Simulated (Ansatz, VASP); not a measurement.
**One calculation of SnSe, two programs**

INCAR

```
ALGO = Normal
EDIFF = 1E-7
ENCUT = 520
GGA = PS
ISIF = 2
ISMEAR = 0
LASPH = True
LCHARG = False
LREAL = False
LWAVE = False
NBANDS = 17
NELM = 60
PREC = Accurate
SIGMA = 0.05
```

The input KPOINTS:

```
k-points
0
Gamma
  8 8 8
```

Contents of POSCAR:

```
SnSe
1.0
    0.0000000000      3.0100000000      2.9498000000
    3.0100000000      0.0000000000      2.9498000000
    3.0100000000      3.0100000000      0.0000000000
Sn Se
1 1
Direct
    0.0000000000      0.0000000000      0.0000000000
    0.5000000000      0.5000000000      0.5000000000
```

Input for Ansatz:

```yaml
crystal:
  lattice:
    - [0.0, 3.01, 2.9498]
    - [3.01, 0.0, 2.9498]
    - [3.01, 3.01, 0.0]
  atoms:
    - { symbol: Sn, position: [0.0, 0.0, 0.0] }
    - { symbol: Se, position: [0.5, 0.5, 0.5] }
basis:
  ecutwfc: 420
kpoints:
  mp_grid: { grid: [8, 8, 8] }
hamiltonian:
  xc: pbesol
scf:
  occupations: { method: gaussian, width: 0.05 }
output:
  forces: true
  stress: true
  eigenvalues: true
```

Change from the starting cell: strain -0.0200 x Voigt [0, 0, 1, 0, 0, 0], atoms carried along.

Alike in both runs: task single point; functional PBEsol; k mesh 8 × 8 × 8; occupations gaussian, width 0.05 eV; no spin polarisation.

|  | VASP | Ansatz |
| --- | --- | --- |
| version | VASP 6.6.1 | Ansatz 0.2.0 |
| potentials or method | VASP PAW PBE potentials, release 64 (Sn_d, Se) | scalar-relativistic, plane waves, PAW |
| plane-wave cutoff (eV) | 520 | 420 |
| valence electrons in the cell | 20 | 30 |

```tsv
	VASP	Ansatz	Ansatz less VASP
gap on the k mesh at the Fermi level (eV)	0.72	0.72	-0.001
least direct gap on the mesh (eV)	0.75	0.75	-0.002
pressure (GPa)	-0.9	-0.9	-0.01
largest component of the traceless stress (GPa)	1.75	1.74	-0.009
```

The functional is the same, so the differences come from potentials, cutoffs and numerics. The two sets of potentials don't hold the same shells in valence.

Caveats: the PAW data sets were made with another functional, which shifts forces and pressure a little (VASP); spin-orbit coupling is left out, which moves the levels of the heavy elements. A k mesh can miss the band edges.
